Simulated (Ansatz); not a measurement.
# CsPbCl3 in I4/mcm, a phase reached by a soft mode: following an unstable mode, part 2 of 2

Aim: this structure of CsPbCl3 in I4/mcm, a phase reached by a soft mode is to be tested for unstable modes, and one is followed downhill.

Ansatz 0.2.0; DFT PBE, scalar-relativistic, plane waves, PAW; PAW set soft_1.

So far. Step 4 (The mode frozen in, largest atomic shift 0.22 Å): The run ends at a pressure of -0.01 GPa, with forces up to 0.012 eV/Å.

The structure was built from a prototype and need not be the compound's stable phase.

### Step 5. Energy along the mode, all amplitudes (two of the runs are shown above)

An imaginary frequency means negative curvature, so the energy should fall and then rise again as anharmonic terms take over.

This step gave:

```yaml
depth_at_the_lowest_point_sampled: 0.121 meV/atom
largest_atomic_shift_at_that_point: 0.22 Å
```

Table of energy from the parent by largest atomic shift:

```
largest atomic shift (Å)  energy from the parent (meV/atom)
                   0.000                                  0
                   0.040                             -0.011
                   0.080                             -0.042
                   0.140                             -0.104
                   0.220                             -0.121
                   0.320                              0.287
                   0.450                               2.59
                   0.600                               10.5
```

Displacement at unit largest shift by atom:

```
atom   x (Å)   y (Å)   z (Å)   size
 Cs1  -0.317   0.317   0.000  0.448
 Cs2   0.317  -0.317   0.000  0.448
 Pb3   0.000   0.000   0.000  0.000
 Pb4   0.000   0.000   0.000  0.000
 Cl5   0.000   0.000   0.000  0.000
 Cl6   0.000   0.000   0.000  0.000
 Cl7   0.707   0.707   0.000  1.000
 Cl8  -0.707  -0.707   0.000  1.000
 Cl9   0.000   0.000   0.720  0.720
Cl10   0.000   0.000  -0.720  0.720
```

The lowest of the steps tried is at 0.22 Å, 0.121 meV/atom below the parent; the bottom of the well need not coincide with a step.

### Step 6. Relaxing from the distorted cell

Starting from the lowest point found, all atoms and the cell are let go, so that strain and other modes of the same symmetry can join in.

Input file input.yaml:

```yaml
crystal:
  lattice:
    - [-3.9836070604, 3.9836070604, 5.797659647]
    - [3.9836070604, -3.9836070604, 5.797659647]
    - [3.9836070604, 3.9836070604, -5.797659647]
  atoms:
    - { symbol: Cs, position: [0.7587423295, 0.2412576705, 0.5] }
    - { symbol: Cs, position: [0.2412576705, 0.7587423295, 0.5] }
    - { symbol: Pb, position: [0.0, 0.0, 0.0] }
    - { symbol: Pb, position: [0.5, 0.5, 0.0] }
    - { symbol: Cl, position: [0.8088593284, 0.3088593284, 0.1177186568] }
    - { symbol: Cl, position: [0.1911406716, 0.6911406716, 0.8822813432] }
    - { symbol: Cl, position: [0.7695254564, 0.7695254564, 0.0390509128] }
    - { symbol: Cl, position: [0.2304745436, 0.2304745436, -0.0390509128] }
    - { symbol: Cl, position: [0.3225169051, 0.2047982483, 0.5] }
    - { symbol: Cl, position: [0.6774830949, 0.7952017517, 0.5] }
kpoints:
  mp_grid: { grid: [6, 6, 6] }
hamiltonian:
  xc: pbe
  pseudopotentials: { kind: paw, azcp: { folder: soft_1 } }
scf:
  occupations: { method: fixed }
output:
  forces: true
  stress: true
  eigenvalues: true
relax:
  adjacent_minimum: "off"
  f_tol: 0.002
  max_steps: 120
  cell: { stress_tol: 0.03 }
```

Started as:

```console
> ansatz run input.yaml --threads 8 --pin off --max-ram 16384MiB --backend cpu --events-out ev --progress --plain --runs-dir out
```

Numbers of over 12 decimals in the logs are rounded to 6 here.

The program printed:

```text
[...]
Crystal: 10 atoms, lattice volume = 368.015 Å³
Basis set: ecut = 420 eV, 7207 PW (Γ), exchange–correlation on 120×120×120 points (8 copies of the dense FFT grid, shifted against one another)
Bands: 54, of which v1, the nominal top of the filled ones, is band 44 counted from 1 (43 counted from 0)
Symmetry: 4 space group operations
[...]
k-points: 68 of 216
[...]
SCF iter   1: F=—  HF=-41654.253456 eV  |F-HF|=—  |Δ(HF+E_count)|=         —  Δρ=2.32e-2  dr2=4.86e0  ethr=3.10e-3  ⟨swp⟩=6.1  Hψ=13855  notcnv=0  defer=465
[...]
SCF iter   8: F=-41651.921397 eV  HF=-41651.921396 eV  |F-HF|=2.83e-8  |Δ(HF+E_count)|=   8.29e-7  Δρ=2.55e-6  dr2=3.86e-8  ethr=1.14e-10  ⟨swp⟩=19.1  Hψ=26220  notcnv=0
SCF 1 converged in 8 iterations: F = -41651.921397 eV  dr2 = 3.86e-8
[...]
relax step   1: F+E_penalty+E_count = -41651.92139651 eV  Δ(F+E_penalty+E_count) = +0.000e0 eV  max|allowed force component| = 8.764e-3 eV/Å  Δτ_max = 0.0000 Å  P = -0.014 GPa  Ω = 368.015 Å³  (8 SCF iters, dr2 threshold 1.00e-7 eV, accepted)
Crystal: 10 atoms, lattice volume = 367.903 Å³
[...]
iter 1 solved again at ethr=1.30e-7 eV; its pass at ethr=3.10e-3 eV (dr2=1.14e-4 eV) is discarded
[...]
SCF iter   5: F=-41651.921925 eV  HF=-41651.921925 eV  |F-HF|=1.46e-9  |Δ(HF+E_count)|=   2.73e-8  Δρ=9.44e-7  dr2=3.50e-9  ethr=2.13e-11  ⟨swp⟩=14.6  Hψ=23197  notcnv=0
SCF 2 converged in 5 iterations: F = -41651.921925 eV  dr2 = 3.50e-9
relax step   2: F+E_penalty+E_count = -41651.92192534 eV  Δ(F+E_penalty+E_count) = -5.288e-4 eV  max|allowed force component| = 5.736e-3 eV/Å  Δτ_max = 0.0080 Å  P = +0.002 GPa  Ω = 367.903 Å³  energy of the carried Pulay correction = +5.214e-6 eV  (5 SCF iters, dr2 threshold 1.88e-8 eV, accepted)
Crystal: 10 atoms, lattice volume = 368.311 Å³
Basis set: ecut = 420 eV, 7231 PW (Γ), exchange–correlation on 120×120×120 points (8 copies of the dense FFT grid, shifted against one another)
[...]
SCF iter   6: F=-41651.922433 eV  HF=-41651.922433 eV  |F-HF|=2.47e-10  |Δ(HF+E_count)|=   2.30e-8  Δρ=6.74e-7  dr2=2.36e-9  ethr=5.02e-12  ⟨swp⟩=16.5  Hψ=23989  notcnv=0
SCF 3 converged in 6 iterations: F = -41651.922433 eV  dr2 = 2.36e-9
relax step   3: F+E_penalty+E_count = -41651.92243288 eV  Δ(F+E_penalty+E_count) = -5.075e-4 eV  max|allowed force component| = 4.161e-3 eV/Å  Δτ_max = 0.0197 Å  P = +0.003 GPa  Ω = 368.311 Å³  energy of the carried Pulay correction = -1.368e-5 eV  (6 SCF iters, dr2 threshold 4.42e-9 eV, accepted)
[...]
relax step   4: F+E_penalty+E_count = -41651.92259276 eV  Δ(F+E_penalty+E_count) = -1.599e-4 eV  max|allowed force component| = 1.595e-3 eV/Å  Δτ_max = 0.0188 Å  P = -0.001 GPa  Ω = 368.454 Å³  energy of the carried Pulay correction = -2.030e-5 eV  (7 SCF iters, dr2 threshold 1.08e-9 eV, accepted)
[...]
relax step   5: F+E_penalty+E_count = -41651.92270781 eV  Δ(F+E_penalty+E_count) = -1.150e-4 eV  max|allowed force component| = 2.245e-3 eV/Å  Δτ_max = 0.0348 Å  P = +0.001 GPa  Ω = 368.526 Å³  energy of the carried Pulay correction = -2.363e-5 eV  (8 SCF iters, accepted)
[...]
relax step   6: F+E_penalty+E_count = -41651.92262072 eV  Δ(F+E_penalty+E_count) = +8.709e-5 eV  max|allowed force component| = 5.434e-3 eV/Å  Δτ_max = 0.0168 Å  P = -0.007 GPa  Ω = 368.720 Å³  energy of the carried Pulay correction = -3.255e-5 eV  (7 SCF iters, dr2 threshold 3.15e-10 eV, rejected (line search))
[...]
relax step   7: F+E_penalty+E_count = -41651.92272066 eV  Δ(F+E_penalty+E_count) = -1.285e-5 eV  max|allowed force component| = 1.024e-3 eV/Å  Δτ_max = 0.0059 Å  P = -0.001 GPa  Ω = 368.611 Å³  energy of the carried Pulay correction = -2.753e-5 eV  (8 SCF iters, accepted)
[...]
relax step   8: F+E_penalty+E_count = -41651.92272133 eV  Δ(F+E_penalty+E_count) = -6.715e-7 eV  max|allowed force component| = 1.230e-3 eV/Å  Δτ_max = 0.0029 Å  P = -0.000 GPa  Ω = 368.594 Å³  energy of the carried Pulay correction = -2.677e-5 eV  (6 SCF iters, accepted)
Basis set: ecut = 420 eV, 7249 PW (Γ), exchange–correlation on 120×108×108 points (8 copies of the dense FFT grid, shifted against one another)
[...]
SCF iter   1: F=—  HF=-41651.922797 eV  |F-HF|=—  |Δ(HF+E_count)|=         —  Δρ=1.23e-5  dr2=2.42e-8  ethr=1.66e-7  ⟨swp⟩=4.0  Hψ=25180  notcnv=0  defer=544
eigensolver tolerance schedule: the retry pair's looser diagonalisation over-reported the residual by 6028.95 of it (diagonalisation noise at 0.48 of the residual, at the tolerance the schedule requests for it); recorded, not acted on — ethr = c·dr2/N_el stays at c = 1.0e-1
[...]
SCF iter   2: F=—  HF=-41651.922749 eV  |F-HF|=—  |Δ(HF+E_count)|=   4.81e-5  Δρ=6.26e-6  dr2=6.37e-9  ethr=2.75e-11  ⟨swp⟩=3.3  Hψ=8392  notcnv=0  defer=530
[...]
SCF iter   4: F=-41651.922756 eV  HF=-41651.922756 eV  |F-HF|=1.16e-10  |Δ(HF+E_count)|=  5.97e-10  Δρ=8.00e-8  dr2=1.41e-11  ethr=1.00e-12  ⟨swp⟩=19.7  Hψ=26141  notcnv=0
SCF 9 converged in 4 iterations: F = -41651.922756 eV  dr2 = 1.41e-11
relax step   9: F+E_penalty+E_count = -41651.92275649 eV  Δ(F+E_penalty+E_count) = -3.516e-5 eV  max|allowed force component| = 1.231e-3 eV/Å  Δτ_max = 0.0000 Å  P = -0.000 GPa  Ω = 368.594 Å³  stress off target by 1.99e-3 GPa  SCF on the basis re-selected at this cell (its energy is not comparable with the rows above)  (4 SCF iters)
basis re-selected at this cell: Δ(F+E_penalty+E_count) = -3.516e-5 eV, ΔP = +0.000 GPa vs the last step (what re-selecting the basis moved, of the pressure what is left beyond the Pulay correction that the steps carried, after the strain that the cell walked since its last selection, with what the two solves' SCF thresholds leave and, on support functions, any second-order correction that the steps lacked; it is no measure of the basis error at this ecutwfc). The dense FFT grid was sized anew with the basis: this SCF ran on 60×54×54 points, the steps before it on 60×60×60, so part of this shift can come from that change (see relax.cell in the input reference). [rest of the remark cut]
SCF converged after 4 iterations
Free energy (F): -41651.922756 eV
[...]
Internal energy: -41651.922756 eV  (E = F + TS)
E sigma→0 (E₀):  -41651.922756 eV
Fermi energy:    2.998827 eV
[...]
--- Forces (eV/Å), atoms counted from 1 ---
  atom   1  Cs    -0.00009330     0.00009330    -0.00013588
  atom   2  Cs     0.00009330    -0.00009330     0.00013588
  atom   3  Pb     0.00000000    -0.00000000     0.00000000
  atom   4  Pb     0.00000000     0.00000000     0.00000000
  atom   5  Cl    -0.00029690    -0.00029690    -0.00000000
  atom   6  Cl     0.00029690     0.00029690     0.00000000
  atom   7  Cl    -0.00067467    -0.00067467     0.00000000
  atom   8  Cl     0.00067467     0.00067467    -0.00000000
  atom   9  Cl    -0.00059555     0.00059555     0.00123065
  atom  10  Cl     0.00059555    -0.00059555    -0.00123065
  max |Σ_I F_I| component: 2.17e-19 eV/Å
--- Stress (GPa, compression-positive) ---
        0.000449       0.001543       0.000283
        0.001543       0.000449      -0.000283
        0.000283      -0.000283      -0.001030
  P = ⅓ Tr σ = -0.0000 GPa (-0.000 kbar)
--- Band table (eV; the first three rows and the last of 68) ---
  k-point 0: bands = [... 40 lower, 1.4056, 1.4306, 1.4648, 2.9988, 5.4446, 5.5901, 5.6079, 7.2368, ... 6 higher]
  k-point 1: bands = [... 40 lower, 1.3604, 1.4393, 1.4802, 2.7185, 5.5434, 5.6697, 6.2694, 7.4533, ... 6 higher]
  k-point 2: bands = [... 40 lower, 1.2376, 1.4522, 1.4908, 2.4408, 5.7407, 5.8515, 6.8828, 7.4175, ... 6 higher]
  k-point 67: bands = [... 40 lower, 1.2587, 1.3780, 1.8504, 2.3868, 5.9473, 5.9562, 6.2416, 8.1197, ... 6 higher]
--- Relaxed structure (8 steps of the walk, 7 accepted, 1 SCFs on fresh bases) ---
  F+E_penalty+E_count = -41651.92275649 eV   max|allowed force component| = 1.231e-3 eV/Å   (the final SCF, on the basis selected at the relaxed cell)
  cell:  # Å, volume = 368.5943 Å³
    - [-4.014128, 4.014128, 5.786433]
    - [3.989163, -3.989163, 5.752125]
    - [4.003949, 3.978983, -5.769279]
  atoms:
    - { symbol: Cs, position: [0.759690, 0.241398, 0.500000] }
    - { symbol: Cs, position: [0.240310, 0.758602, 0.500000] }
    - { symbol: Pb, position: [0, 0, 0] }
    - { symbol: Pb, position: [0.500000, 0.500000, 0.0] }
    - { symbol: Cl, position: [0.805014, 0.305014, 0.110028] }
    - { symbol: Cl, position: [0.194986, 0.694986, 0.889972] }
    - { symbol: Cl, position: [0.774476, 0.774476, 0.048953] }
    - { symbol: Cl, position: [0.225524, 0.225524, -0.048953] }
    - { symbol: Cl, position: [0.323014, 0.214052, 0.5] }
    - { symbol: Cl, position: [0.676986, 0.785948, 0.5] }
```

Wall time 1.9 min (8 threads of Arm Neoverse V1, shared host); peak memory 1.9 GiB; 15 min of CPU time.

The steps of the relaxation:

```
step  energy less that of the first step (eV)  largest force component (eV/Å)  pressure (GPa)  volume (Å³)
   1                                   0.0000                          0.0088           -0.01       368.02
   2                                  -0.0005                          0.0057            0.00       367.90
   3                                  -0.0010                          0.0042            0.00       368.31
   4                                  -0.0012                          0.0016            0.00       368.45
   5                                  -0.0013                          0.0022            0.00       368.53
   6                                  -0.0012                          0.0054           -0.01       368.72
   7                                  -0.0013                          0.0010            0.00       368.61
   8                                  -0.0013                          0.0012            0.00       368.59
  9*                                  -0.0014                          0.0012            0.00       368.59
```

Relaxation steps marked * repeat the geometry before them on a plane-wave basis chosen anew for their cell, so energy and pressure can jump there. Relaxation step 6 was tried and not accepted.

The run keeps the 4 symmetry operations that it works with, so distortions that break them were not tested.

```
     cell as run  before   after  change
           a (Å)   8.084   8.106  +0.3 %
           b (Å)   8.084   8.057  -0.3 %
           c (Å)   8.084   8.071  -0.2 %
           α (°)  120.95  120.58  -0.3 %
           β (°)  120.95  120.78  -0.1 %
           γ (°)   88.36   88.90  +0.6 %
volume (Å³/atom)   36.80   36.86  +0.2 %
```

The atoms that moved most (Å, as changes of fractional coordinates times the final cell):

```
atom      dx      dy      dz  length
Cl10  -0.035   0.035  -0.056   0.075
 Cl9   0.035  -0.035   0.056   0.075
 Cl8  -0.040  -0.040   0.000   0.056
 Cl7   0.040   0.040   0.000   0.056
 Cl6   0.031   0.031   0.000   0.043
 Cl5  -0.031  -0.031   0.000   0.043
 Cs2   0.003  -0.003  -0.006   0.008
 Cs1  -0.003   0.003   0.006   0.008
```

Numbers from this step:

| Property | Result |
| --- | --- |
| pressure | -4.40e-5 GPa |
| gap on the k-mesh | 2.446 eV |
| volume per atom | 36.86 Å³ |

The distorted start has space group C2/m; the relaxation ends in C2/m.

### Step 7. The new phase in its own primitive cell

The relaxed structure is symmetrised, reduced to its primitive cell and relaxed tightly, as its phonons need.

Input file input.yaml:

```yaml
crystal:
  lattice:
    - [5.6592073743, -5.6447852044, 0.0]
    - [5.6592073743, 5.6447852044, 0.0]
    - [-5.6240666964, 0.0, 5.7691992661]
  atoms:
    - { symbol: Cs, position: [0.240310412, 0.240310412, 0.4989125664] }
    - { symbol: Cs, position: [0.759689588, 0.759689588, 0.5010874336] }
    - { symbol: Pb, position: [0.5, 0.0, 0.0] }
    - { symbol: Pb, position: [0.0, 0.5, 0.0] }
    - { symbol: Cl, position: [0.8050138464, 0.1949861536, 0.0] }
    - { symbol: Cl, position: [0.1949861536, 0.8050138464, 0.0] }
    - { symbol: Cl, position: [0.7744763917, 0.2255236083, 0.5] }
    - { symbol: Cl, position: [0.2255236083, 0.7744763917, 0.5] }
    - { symbol: Cl, position: [0.6769856594, 0.6769856594, 0.9629338654] }
    - { symbol: Cl, position: [0.3230143406, 0.3230143406, 0.0370661346] }
kpoints:
  mp_grid: { grid: [6, 6, 6] }
hamiltonian:
  xc: pbe
  pseudopotentials: { kind: paw, azcp: { folder: soft_1 } }
scf:
  occupations: { method: fixed }
output:
  forces: true
  stress: true
  eigenvalues: true
relax:
  adjacent_minimum: "off"
  f_tol: 0.001
  max_steps: 60
  cell: { stress_tol: 0.01 }
```

The program printed:

```text
[...]
Crystal: 10 atoms, lattice volume = 368.594 Å³
Basis set: ecut = 420 eV, 7249 PW (Γ), exchange–correlation on 108×108×108 points (8 copies of the dense FFT grid, shifted against one another)
Bands: 54, of which v1, the nominal top of the filled ones, is band 44 counted from 1 (43 counted from 0)
Symmetry: 4 space group operations
[...]
k-points: 68 of 216
[...]
- { symbol: Pb, position: [0.500000, 3.600737058778031e-17, 0] }
    - { symbol: Pb, position: [3.600737058778031e-17, 0.500000, 0] }
    - { symbol: Cl, position: [0.804989, 0.195011, 0] }
    - { symbol: Cl, position: [0.195011, 0.804989, 0] }
    - { symbol: Cl, position: [0.774410, 0.225590, 0.5] }
    - { symbol: Cl, position: [0.225590, 0.774410, 0.5] }
    - { symbol: Cl, position: [0.676875, 0.676875, 0.962794] }
    - { symbol: Cl, position: [0.323125, 0.323125, 0.037206] }
[key lines of the parts left out:]
SCF converged after 4 iterations
Free energy (F): -41651.922759 eV
Fermi energy:    2.998820 eV
P = ⅓ Tr σ = -0.0001 GPa (-0.001 kbar)
```

The job ended after 39 s (8 threads; peak memory 1.8 GiB; 5.1 min of CPU time).

Little changed from the start: no atom moved by 0.005 Å and no cell edge by 0.1 %.

This step gave:

| Quantity | Value |
| --- | --- |
| pressure | -1.14e-4 GPa |
| direct gap on mesh | 2.446 eV |

The largest force component left is 0.28 meV/Å and the pressure is 0.000 GPa, within the tolerances set. The cell now holds 36.86 Å³/atom.

### Step 8. The phases reached

The phases reached along the modes that were followed are set side by side.

Energies are those of the first relaxation, on the mesh of the frozen mode; space group, volume and gap are those of the last relaxation. Phases, by row:

```
         mode frozen in  space group  energy from parent (meV/atom)  volume (Å³/atom)  gap on mesh (eV)  lowest zone-centre optical mode (cm⁻¹)  largest shift (Å)
                 parent       I4/mcm                              0              36.8             2.398                                       –                  –
q = (0, 0, 0), 16i cm⁻¹         C2/c                          -0.16             36.83             2.426                                   -12.8               0.21
q = (0, 0, 0), 16i cm⁻¹         C2/m                          -0.26             36.86             2.446                                       –              0.276
```

### Step 9. Outcome

```json
{
  "unstable mode of the parent": "q = (0, 0, 0), 16i cm⁻¹",
  "depth at the lowest point sampled": "0.121 meV/atom",
  "largest atomic shift at that point": "0.22 Å",
  "space group reached (within 0.01 Å)": "C2/m",
  "energy gained over the parent (first relaxation, on the mesh of the frozen mode)": "0.257 meV/atom",
  "volume per atom, phase reached": "36.9 Å³",
  "gap on the k-mesh, phase reached": "2.45 eV"
}
```

What this shows: Along this mode the structure falls into C2/m, 0.257 meV/atom below the parent. At the parent's cell the well is 0.121 meV/atom deep on the steps tried, with its lowest point at a shift of 0.22 Å. Relaxing atoms and cell changes the gain by +0.14 meV/atom against the lowest step (energies at zero smearing). The modes of the phase reached were not computed on this path. How so shallow a well moves with the k mesh was not tested. Of the 2 patterns followed to their end from this parent, this one reaches the lowest energy. Another end point lies within 1 meV/atom; how such a difference moves with mesh and cutoff was not tested. Each path keeps the symmetry of its pattern, so a lower phase may lie along a pattern not tried. Spin-orbit coupling is left out, which can matter for the heavy elements here. The starting cell was built on a prototype and not taken from a measurement, so the phase need not exist.

[Logs are printed without paths, hosts, clocks, repeated set-up lines and the standing remarks that a program may print on its own settings, such as how far it seeks lower states.]

[Hosts, paths, dates, database ids (printed as entryN), source tags and the programs' standing remarks are cut or masked in the printed files.]
